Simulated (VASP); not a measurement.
# Os (Im-3m) in VASP: single point with PBEsol

Aim: the single point of Os with PBEsol.

Everything below comes from runs of VASP 6.6.1. Logs are shortened: lines on timing, memory, paths and dates and some standing lists are left out, and cuts for length are marked.

## Step 1: The structure

The structure is cubic, space group Im-3m (No. 229). Conventional cell: a = 3.062 Å, b = 3.062 Å, c = 3.062 Å, α = 90.00°, β = 90.00°, γ = 90.00°. Os (site symmetry m-3m) has 8 Os at 2.65 Å as nearest neighbours.

This isn't the form of Os at room conditions, which is hcp.

## Step 2: Single point, PBEsol, non-collinear spin, zero start, spin-orbit coupling

Contents of INCAR:

```
PREC = Accurate ; ENCUT = 520
EDIFF = 1E-6 ; ISMEAR = 0
SIGMA = 0.1 ; LREAL = F
LASPH = T ; NELM = 150
ALGO = Normal ; ISIF = 2
LWAVE = F ; LCHARG = F
LNONCOLLINEAR = T ; MAGMOM = 0 0 0
LORBIT = 11 ; LSORBIT = T
GGA_COMPAT = F ; LORBMOM = T
LMAXMIX = 4 ; GGA = PS
NBANDS = 19
```

Contents of KPOINTS:

```
Automatic mesh
0
Gamma
  20 20 20
```

Contents of POSCAR:

```
Os
1.0
   -1.5309459034      1.5309459034      1.5309459034
    1.5309459034     -1.5309459034      1.5309459034
    1.5309459034      1.5309459034     -1.5309459034
Os
1
Direct
    0.0000000000      0.0000000000      0.0000000000
```

Potentials or basis: VASP PAW PBE potentials, release 64 (Os).

Command:

```console
$ cat potpaw_PBE.64/Os/POTCAR > POTCAR
$ mpirun -np 1 vasp_ncl > vasp.out
```

OUTCAR:

```text
PREC = Accurate
   ENCUT = 520
   EDIFF = 1E-6
   ISMEAR = 0
   LREAL = F
   LASPH = T
   NELM = 150
   ISIF = 2
   LNONCOLLINEAR = T
   LORBIT = 11
   LSORBIT = T
   GGA = PS

 ion  position               nearest neighbor table
   1  0.000  0.000  0.000-

  LATTYP: Found a body centered cubic cell.
 ALAT       =     3.0618918068

  Lattice vectors:

 A1 = (  -1.5309459034,   1.5309459034,   1.5309459034)
 A2 = (   1.5309459034,  -1.5309459034,   1.5309459034)
 A3 = (   1.5309459034,   1.5309459034,  -1.5309459034)

Analysis of symmetry for initial positions (statically):
=====================================================================
 Subroutine PRICEL returns:
 Original cell was already a primitive cell.

 Routine SETGRP: Setting up the symmetry group for a
 body centered cubic supercell.

 Subroutine GETGRP returns: Found 48 space group operations
 (whereof 48 operations were pure point group operations)
 out of a pool of 48 trial point group operations.

The static configuration has the point symmetry O_h .

Analysis of symmetry for dynamics (positions and initial velocities):
=====================================================================
 Subroutine PRICEL returns:
 Original cell was already a primitive cell.

 Routine SETGRP: Setting up the symmetry group for a
 body centered cubic supercell.

 Subroutine GETGRP returns: Found 48 space group operations
 (whereof 48 operations were pure point group operations)
 out of a pool of 48 trial point group operations.

The dynamic configuration has the point symmetry O_h .

Analysis of structural, dynamic, and magnetic symmetry:
=====================================================================
 Subroutine PRICEL returns:
 Original cell was already a primitive cell.

 Routine SETGRP: Setting up the symmetry group for a
 body centered cubic supercell.

 Subroutine GETGRP returns: Found 48 space group operations
 (whereof 48 operations were pure point group operations)
 out of a pool of 48 trial point group operations.

The overall configuration has the point symmetry O_h .

 Subroutine INISYM returns: Found 48 space group operations
 (whereof 48 operations are pure point group operations),
 and found     1 'primitive' translations

----------------------------------------------------------------------------------------

                                     Primitive cell

  volume of cell :      14.3529

  direct lattice vectors                    reciprocal lattice vectors
    -1.530945903  1.530945903  1.530945903     0.000000000  0.326595472  0.326595472
     1.530945903 -1.530945903  1.530945903     0.326595472  0.000000000  0.326595472
     1.530945903  1.530945903 -1.530945903     0.326595472  0.326595472  0.000000000

  length of vectors
     2.651676088  2.651676088  2.651676088     0.461875746  0.461875746  0.461875746

  position of ions in fractional coordinates (direct lattice)
     0.000000000  0.000000000  0.000000000

  ion indices of the primitive-cell ions
   primitive index   ion index
                 1           1

----------------------------------------------------------------------------------------

 KPOINTS: Automatic mesh

Automatic generation of k-mesh.
 Grid dimensions read from file:
 generate k-points for:   20   20   20

 Generating k-lattice:

  Cartesian coordinates                     Fractional coordinates (reciprocal lattice)
     0.000000000  0.016329774  0.016329774     0.050000000  0.000000000  0.000000000
     0.016329774  0.000000000  0.016329774     0.000000000  0.050000000  0.000000000
     0.016329774  0.016329774  0.000000000     0.000000000  0.000000000  0.050000000

[... 43 lines left out ...]
   ions per type =               1
   NGX,Y,Z   is equivalent  to a cutoff of  12.54, 12.54, 12.54 a.u.
   NGXF,Y,Z  is equivalent  to a cutoff of  25.08, 25.08, 25.08 a.u.
 SYSTEM =  unknown system
   PREC   = accura    normal or accurate (medium, high low for compatibility)
   ISTART =      0    job   : 0-new  1-cont  2-samecut
   ICHARG =      2    charge: 1-file 2-atom 10-const
   ISPIN  =      1    spin polarized calculation?
   LNONCOLLINEAR =      T non collinear calculations
   LSORBIT =      T    spin-orbit coupling
   LASPH  =      T    aspherical Exc in radial PAW
   ENCUT  =  520.0 eV  38.22 Ry    6.18 a.u.   4.93  4.93  4.93*2*pi/ulx,y,z
   NELM   =    150;   NELMIN=  2; NELMDL= -5     # of ELM steps
   EDIFF  = 0.1E-05   stopping-criterion for ELM
   LREAL  =      F    real-space projection
[... 7 lines left out ...]
   TEBEG  =    0.0;   TEEND  =   0.0 temperature during run
   PSTRESS=    0.0 pullay stress
   NELECT =       8.0000    total number of electrons
   NUPDOWN=      -1.0000    fix difference up-down
   EMIN   =  10.00;   EMAX   =-10.00  energy-range for DOS
   EFERMI =   0.00;   METHOD = LEGACY
   ISMEAR =     0;   SIGMA  =   0.10  broadening in eV -4-tet -1-fermi 0-gaus
   EFERMI_NEDOS =   21; number of points for ismear=-14 and -15
   IALGO  =     38    algorithm
   IMIX   =      4    mixing-type and parameters
     AMIX     =   0.40;   BMIX     =  1.00
     AMIX_MAG =   1.60;   BMIX_MAG =  1.00
  volume/ion in A,a.u.               =      14.35        96.86
  Fermi-wavevector in a.u.,A,eV,Ry     =   1.347281  2.545993 24.696849  1.815167
  Thomas-Fermi vector in A             =   2.475045
   LORBIT       =     11    0 simple, 1 ext, 2 COOP (PROOUT), +10 PAW based schemes
   GGA     = PS    functional components
   LHFCALC =     F    Hartree Fock is set to
   AEXX    =    0.0000 exact exchange contribution
   IVDW    =     0    specifies the selected vdW correction
   LEPSILON=     F    determine dielectric tensor
   LRPA    =     F    only Hartree local field effects (RPA)
 Gauss-broadening in eV      SIGMA  =   0.10
  energy-cutoff  :      520.00
  volume of cell :       14.35
 maximum number of plane-waves:       804
   NGX =  9   NGY =  9   NGZ =  9

 number of electron       8.0000001 magnetization      -0.0000000      0.0000000      0.0000000

 number of electron       8.0000001 magnetization      -0.0000000     -0.0000000     -0.0000000

 number of electron       8.0000001 magnetization       0.0000000      0.0000000      0.0000000

 Free energy of the ion-electron system (eV)
  ---------------------------------------------------
  ext. energy  EPLUGINS =         0.00000000
  ---------------------------------------------------
  free energy    TOTEN  =       -11.68878729 eV

  energy without entropy =      -11.68298673  energy(sigma->0) =      -11.68588701

 E-fermi :   9.1880     XC(G=0): -13.9937

 val. band max:        9.1726576300   @ k =  -0.4000   0.4000   0.3500
 cond. band min:       9.1911788530   @ k =  -0.4500   0.5000   0.3000
 fundamental gap:      0.0185212230
 Fermi energy:         9.1879943206

 k-point     1 :       0.0000    0.0000    0.0000
  band No.  band energies     occupation
      1      -1.8330      1.00000
      2      -1.8330      1.00000
      3       5.5361      1.00000
      4       5.5361      1.00000
      5       5.5361      1.00000
      6       5.5361      1.00000
[... 505 lines left out ...]
      6       5.2948      1.00000
[... 11 lines left out ...]
     18      29.2764      0.00000
     19      30.5805      0.00000

 [... further k-points ...]

------------------------ aborting loop because EDIFF is reached ----------------------------------------

  FORCE on cell =-STRESS in cart. coord.  units (eV):
  Direction    XX          YY          ZZ          XY          YZ          ZX
  --------------------------------------------------------------------------------------
  -------------------------------------------------------------------------------------
  Total        0.1422518      0.1422518      0.1422518     -0.0000000      0.0000000     -0.0000000
  in kB       15.8792126     15.8792126     15.8792126     -0.0000000      0.0000000     -0.0000000
  external PRESSURE =      15.8792126 kB  Pullay stress =       0.0000000 kB

 VOLUME and BASIS-vectors are now :
 -----------------------------------------------------------------------------
  energy-cutoff  :      520.00
  volume of cell :       14.35
      direct lattice vectors                 reciprocal lattice vectors
    -1.530945903  1.530945903  1.530945903     0.000000000  0.326595472  0.326595472
     1.530945903 -1.530945903  1.530945903     0.326595472  0.000000000  0.326595472
     1.530945903  1.530945903 -1.530945903     0.326595472  0.326595472  0.000000000

 POSITION                                       TOTAL-FORCE (eV/Angst)
 -----------------------------------------------------------------------------------
      0.00000      0.00000      0.00000         0.000000     -0.000000      0.000000
 -----------------------------------------------------------------------------------
    total drift:                                0.000000     -0.000000      0.000000

  FREE ENERGIE OF THE ION-ELECTRON SYSTEM (eV)
  ---------------------------------------------------
  free  energy   TOTEN  =       -11.6887872927 eV

  energy  without entropy=      -11.6829867267  energy(sigma->0) =      -11.68588701

 orbital moment (x)

 # of ion     p       d       tot
 ----------------------------------------
  1         0.000  -0.000  -0.000
 ----------------------------------------
            0.000  -0.000  -0.000

 orbital moment (y)

 # of ion     p       d       tot
 ----------------------------------------
  1         0.000  -0.000  -0.000
 ----------------------------------------
            0.000  -0.000  -0.000

 orbital moment (z)

 # of ion     p       d       tot
 ----------------------------------------
  1         0.000   0.000   0.000
 ----------------------------------------
            0.000   0.000   0.000

 Spin-Orbit-Coupling matrix elements

 Ion:    1  E_soc:     -0.7344319
 l=   1
     0.0000000    -0.0416913    -0.0416913
    -0.0416913     0.0000000    -0.0416913
    -0.0416913    -0.0416913     0.0000000
 l=   2
     0.0000000    -0.0101319     0.0000000    -0.0101319    -0.0705821
    -0.0101319     0.0000000    -0.0529366    -0.0101319    -0.0176455
     0.0000000    -0.0529366     0.0000000    -0.0529366     0.0000000
    -0.0101319    -0.0101319    -0.0529366     0.0000000    -0.0176455
    -0.0705821    -0.0176455     0.0000000    -0.0176455     0.0000000
 l=   3
     0.0000000     0.0000000     0.0000000     0.0000000     0.0000000     0.0000000     0.0000000
     0.0000000     0.0000000     0.0000000     0.0000000     0.0000000     0.0000000     0.0000000
     0.0000000     0.0000000     0.0000000     0.0000000     0.0000000     0.0000000     0.0000000
     0.0000000     0.0000000     0.0000000     0.0000000     0.0000000     0.0000000     0.0000000
     0.0000000     0.0000000     0.0000000     0.0000000     0.0000000     0.0000000     0.0000000
     0.0000000     0.0000000     0.0000000     0.0000000     0.0000000     0.0000000     0.0000000
     0.0000000     0.0000000     0.0000000     0.0000000     0.0000000     0.0000000     0.0000000

 total charge

# of ion       s       p       d       tot
------------------------------------------
    1        0.642   0.730   5.999   7.370

 magnetization (x)

# of ion       s       p       d       tot
------------------------------------------
    1        0.000   0.000  -0.000  -0.000

 magnetization (y)

# of ion       s       p       d       tot
------------------------------------------
    1        0.000  -0.000   0.000   0.000

 magnetization (z)

# of ion       s       p       d       tot
------------------------------------------
    1       -0.000  -0.000   0.000  -0.000
```

It took 82 s on 1 thread of Intel Xeon Platinum 8488C (Sapphire Rapids), shared host; peak memory 0.23 GiB.

Results:

- Free energy: -11.6888 eV
- Pressure: 1.6 GPa
- Net moment: 0.00 μB per cell
- Valence electrons inside the program's atomic spheres: Os 7.37

Moments on the atoms (μB; x, y, z):
```
Os  0.00 0.00 0.00
```

Caveat: the PAW data sets were made with another functional, which shifts forces and pressure a little.
